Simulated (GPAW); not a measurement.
Ru:

```
CELL_PARAMETERS angstrom
2.70580 0.00000 0.00000
-1.35290 2.34329 0.00000
0.00000 0.00000 4.28190
ATOMIC_POSITIONS crystal
Ru 0.66667 0.33333 0.75000
Ru 0.33333 0.66667 0.25000
```

Base run:

* Program: GPAW 26.7.0
* Functional: SOGGA
* Potentials or basis: PAW data sets generated in the run's folder for this functional
* Cutoff: 600 eV
* Basis: pw
* k mesh: 8 × 8 × 5
* Occupations: fermi-dirac, width 0.05 eV
* Spin: spin-orbit coupling, no magnetisation

Its results: pressure -7.8 GPa.

Q: The run is repeated on the same cell with these changes: functional from SOGGA to WC; band points from 100 to 80. What comes out?

A: Pressure -5.4 GPa.

Caveats: spin-orbit coupling was added after a scalar SCF, so levels and gaps hold it while energy, forces, pressure and moments don't.

Not every run made on this cell is shown here.
